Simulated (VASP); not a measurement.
# BN in VASP: further runs

Runs on BN. Level: PBE. Tasks: single point.

All numbers are computed with VASP 6.6.1; they aren't measurements. Logs are shortened: lines on timing, memory, paths and dates and some standing lists are left out, and cuts for length are marked.

### Step 1. Starting point

The cell holds a slab with vacuum, 2 atoms: a = 2.498 Å, b = 2.498 Å, c = 12.000 Å, α = 90.00°, β = 90.00°, γ = 120.00°.

### Step 2. Single point, PBE

Input file INCAR:

```
SYSTEM = BN
ALGO     = Normal         ! electronic algorithm
DIPOL    = 0.5 0.5 0.500
EDIFF    = 1E-7           ! SCF threshold, eV
ENCUT    = 520            ! plane-wave cutoff, eV
GGA      = PE             ! functional
IDIPOL   = 3            
ISIF     = 2              ! what is computed and relaxed
ISMEAR   = 0              ! smearing method
LASPH    = .TRUE.         ! aspherical terms in the spheres
LCHARG   = .FALSE.        ! write CHGCAR
LDIPOL   = .TRUE.       
LREAL    = .FALSE.        ! projectors in reciprocal space
LVACPOTAV= .TRUE.       
LVHAR    = .TRUE.       
LWAVE    = .FALSE.        ! write WAVECAR
NBANDS   = 14             ! bands
NELM     = 120            ! most SCF steps
PREC     = Accurate       ! precision mode
SIGMA    = 0.05           ! smearing width, eV
```

Input file KPOINTS:

```
k-points
0
G
  4 4 1
  0 0 0
```

Input file POSCAR:

```
BN
1.0
    2.4982400000      0.0000000000      0.0000000000
   -1.2491200000      2.1635393000      0.0000000000
    0.0000000000      0.0000000000     12.0000000000
N B
1 1
Direct
    0.3333333333      0.6666666667      0.5000000000
    0.6666666667      0.3333333333      0.5000000000
```

Potentials or basis: VASP PAW PBE potentials, release 64 (N, B).

Started as:

```bash
> cat potpaw_PBE.64/N/POTCAR potpaw_PBE.64/B/POTCAR > POTCAR
> mpirun -np 1 vasp_std > vasp.out
```

OUTCAR:

```text
SYSTEM = BN
   EDIFF = 1E-7
   ENCUT = 520
   GGA = PE
   ISIF = 2
   ISMEAR = 0
   LASPH = .TRUE.
   LREAL = .FALSE.
   NELM = 120
   PREC = Accurate

 Found      4 irreducible k-points:

 Following reciprocal coordinates:
            Coordinates               Weight
  0.000000  0.000000  0.000000      1.000000
  0.250000  0.000000  0.000000      6.000000
  0.500000  0.000000  0.000000      3.000000
  0.250000  0.250000  0.000000      6.000000
   k-points           NKPTS =      4   k-points in BZ     NKDIM =      4   number of bands    NBANDS=     14
   number of dos      NEDOS =    301   number of ions     NIONS =      2
   total plane-waves  NPLWV =  36000
   dimension x,y,z NGX =    20 NGY =   20 NGZ =   90
   dimension x,y,z NGXF=    40 NGYF=   40 NGZF=  180
   ions per type =               1   1
   NGX,Y,Z   is equivalent  to a cutoff of  13.31, 13.31, 12.47 a.u.
   NGXF,Y,Z  is equivalent  to a cutoff of  26.62, 26.62, 24.94 a.u.
 SYSTEM =  BN
   PREC   = accura    normal or accurate (medium, high low for compatibility)
   ISTART =      0    job   : 0-new  1-cont  2-samecut
   ICHARG =      2    charge: 1-file 2-atom 10-const
   ISPIN  =      1    spin polarized calculation?
   LNONCOLLINEAR =      F non collinear calculations
   LSORBIT =      F    spin-orbit coupling
   LASPH  =      T    aspherical Exc in radial PAW
   ENCUT  =  520.0 eV  38.22 Ry    6.18 a.u.   4.65  4.65 22.31*2*pi/ulx,y,z
   NELM   =    120;   NELMIN=  2; NELMDL= -5     # of ELM steps
   EDIFF  = 0.1E-06   stopping-criterion for ELM
   LREAL  =      F    real-space projection
   EDIFFG = 0.1E-05   stopping-criterion for IOM
   NSW    =      0    number of steps for IOM
   IBRION =     -1    ionic relax: 0-MD 1-quasi-New 2-CG
   NFREE  =      0    steps in history (QN), initial steepest desc. (CG)
   ISIF   =      2    stress and relaxation
   ISYM   =      2    0-nonsym 1-usesym 2-fastsym
   POTIM  = 0.5000    time-step for ionic-motion
   TEBEG  =    0.0;   TEEND  =   0.0 temperature during run
   PSTRESS=    0.0 pullay stress
   NELECT =       8.0000    total number of electrons
   NUPDOWN=      -1.0000    fix difference up-down
   EMIN   =  10.00;   EMAX   =-10.00  energy-range for DOS
   EFERMI =   0.00;   METHOD = LEGACY
   ISMEAR =     0;   SIGMA  =   0.05  broadening in eV -4-tet -1-fermi 0-gaus
   EFERMI_NEDOS =   21; number of points for ismear=-14 and -15
   IALGO  =     38    algorithm
   IMIX   =      4    mixing-type and parameters
     AMIX     =   0.40;   BMIX     =  1.00
     AMIX_MAG =   1.60;   BMIX_MAG =  1.00
  volume/ion in A,a.u.               =      32.43       218.85
  Fermi-wavevector in a.u.,A,eV,Ry     =   0.814913  1.539963  9.035408  0.664084
  Thomas-Fermi vector in A             =   1.924906
   LORBIT       =      0    0 simple, 1 ext, 2 COOP (PROOUT), +10 PAW based schemes
   GGA     = PE    functional components
   LHFCALC =     F    Hartree Fock is set to
   AEXX    =    0.0000 exact exchange contribution
   IVDW    =     0    specifies the selected vdW correction
   LEPSILON=     F    determine dielectric tensor
   LRPA    =     F    only Hartree local field effects (RPA)
 non-spin polarized calculation
 Gauss-broadening in eV      SIGMA  =   0.05
  energy-cutoff  :      520.00
  volume of cell :       64.86
 maximum number of plane-waves:      1749
 NGX is ok and might be reduce to    20
   NGX =  9   NGY =  9   NGZ = 45

 dipolmoment           0.000000      0.000000      0.000000 electrons x Angstroem

 number of electron       7.9999999 magnetization

 dipolmoment           0.000000      0.000000     -0.000000 electrons x Angstroem

 Free energy of the ion-electron system (eV)
  ---------------------------------------------------
  ext. energy  EPLUGINS =         0.00000000
  ---------------------------------------------------
  free energy    TOTEN  =       -17.57906313 eV

  energy without entropy =      -17.57906313  energy(sigma->0) =      -17.57906313

 E-fermi :  -4.1346     XC(G=0):  -3.4858

 val. band max:       -4.4610363022   @ k =   0.5000   0.0000   0.0000
 cond. band min:       1.0824451720   @ k =   0.0000   0.0000   0.0000
 fundamental gap:      5.5434814743
 Fermi energy:        -4.1345675618

 k-point     1 :       0.0000    0.0000    0.0000
  band No.  band energies     occupation
      1     -21.2559      2.00000
      2      -8.8318      2.00000
      3      -4.8740      2.00000
      4      -4.8740      2.00000
      5       1.0824      0.00000
      6       2.3096      0.00000
      7       3.0885      0.00000
      8       6.0484      0.00000
      9       6.9568      0.00000
     10       8.1089      0.00000
     11       8.1089      0.00000
     12       9.6420      0.00000
     13      10.5841      0.00000
     14      13.4615      0.00000

 k-point     2 :       0.2500    0.0000    0.0000
  band No.  band energies     occupation
      1     -20.0964      2.00000
      2      -8.6451      2.00000
      3      -7.2614      2.00000
      4      -6.5018      2.00000
      5       3.0514      0.00000
      6       3.9651      0.00000
      7       5.0463      0.00000
      8       5.9512      0.00000
      9       7.3452      0.00000
     10       8.7533      0.00000
     11       9.3623      0.00000
     12      12.6144      0.00000
     13      13.1620      0.00000
     14      14.4129      0.00000

 k-point     3 :       0.5000    0.0000    0.0000
  band No.  band energies     occupation
      1     -18.1494      2.00000
      2     -12.4605      2.00000
      3      -7.6883      2.00000
      4      -4.4610      2.00000
      5       1.2699      0.00000
      6       6.2787      0.00000
      7       8.9308      0.00000
      8       9.3459      0.00000
      9       9.7482      0.00000
     10      10.4880      0.00000
     11      10.9600      0.00000
     12      11.2314      0.00000
     13      13.0259      0.00000
     14      14.4377      0.00000

 k-point     4 :       0.2500    0.2500    0.0000
  band No.  band energies     occupation
      1     -18.2717      2.00000
      2     -11.1689      2.00000
      3      -9.4339      2.00000
      4      -4.6780      2.00000
      5       2.2213      0.00000
      6       6.8904      0.00000
      7       8.1039      0.00000
      8       8.9305      0.00000
      9      10.4884      0.00000
     10      10.7126      0.00000
     11      11.4932      0.00000
     12      13.1244      0.00000
     13      13.7466      0.00000
     14      15.0855      0.00000

------------------------ aborting loop because EDIFF is reached ----------------------------------------

  FORCE on cell =-STRESS in cart. coord.  units (eV):
  Direction    XX          YY          ZZ          XY          YZ          ZX
  --------------------------------------------------------------------------------------
  -------------------------------------------------------------------------------------
  Total        0.6758360      0.6758360     -0.0190005      0.0000000      0.0000000      0.0000000
  in kB       16.6944352     16.6944351     -0.4693492      0.0000000      0.0000000      0.0000000
  external PRESSURE =      10.9731737 kB  Pullay stress =       0.0000000 kB

 VOLUME and BASIS-vectors are now :
 -----------------------------------------------------------------------------
  energy-cutoff  :      520.00
  volume of cell :       64.86
      direct lattice vectors                 reciprocal lattice vectors
     2.498240000  0.000000000  0.000000000     0.400281798  0.231102805  0.000000000
    -1.249120000  2.163539300  0.000000000     0.000000000  0.462205609  0.000000000
     0.000000000  0.000000000 12.000000000     0.000000000  0.000000000  0.083333333

 POSITION                                       TOTAL-FORCE (eV/Angst)
 -----------------------------------------------------------------------------------
     -0.00000      1.44236      6.00000        -0.000000     -0.000000      0.000000
      1.24912      0.72118      6.00000         0.000000      0.000000      0.000000
 -----------------------------------------------------------------------------------
    total drift:                                0.000000     -0.000000     -0.000000

  FREE ENERGIE OF THE ION-ELECTRON SYSTEM (eV)
  ---------------------------------------------------
  free  energy   TOTEN  =       -17.5790631344 eV

  energy  without entropy=      -17.5790631344  energy(sigma->0) =      -17.57906313

 vacuum level on the upper side and lower side of the slab         2.247         2.247
```

stdout:

```text
POSCAR found type information on POSCAR N B
 POSCAR found :  2 types and       2 ions
 scaLAPACK will be used
 LDA part: xc-table for (Slater+PW92), standard interpolation
 POSCAR, INCAR and KPOINTS ok, starting setup
 FFT: planning ... GRIDC
 FFT: planning ... GRID_SOFT
 FFT: planning ... GRID
 WAVECAR not read
 entering main loop
 -----------------------------------------------------------------------------
|                                                                             |
|           W    W    AA    RRRRR   N    N  II  N    N   GGGG   !!!           |
|           W    W   A  A   R    R  NN   N  II  NN   N  G    G  !!!           |
|           W    W  A    A  R    R  N N  N  II  N N  N  G       !!!           |
|           W WW W  AAAAAA  RRRRR   N  N N  II  N  N N  G  GGG   !            |
|           WW  WW  A    A  R   R   N   NN  II  N   NN  G    G                |
|           W    W  A    A  R    R  N    N  II  N    N   GGGG   !!!           |
|                                                                             |
|     Did not find any points to average over, which means that no vacuum     |
|     field-free region was found. Please increase the size of  your cell     |
|     in the dimension of the dipole correction to obtain accurate            |
|     workfunction values.                                                    |
|                                                                             |
 -----------------------------------------------------------------------------
```

Run time: 4.7 s. Hardware: 1 thread of Intel Xeon 6975P-C (Granite Rapids), shared host; peak memory 0.17 GiB.

The run converged, but some of its settings lie outside the range that counts as converged, so its numbers aren't taken as properties of the slab.

Results:

| Quantity | Value |
| --- | --- |
| Free energy | -17.5791 eV |
| Band gap on the k mesh | 5.54 eV, indirect (least direct gap 5.73 eV) |
| Ionisation potential of the upper face | 6.71 eV |

Caveat: the k mesh is coarse (spacing up to 0.73 Å⁻¹), so the values aren't converged.

(Continued in part 2 of 2.)
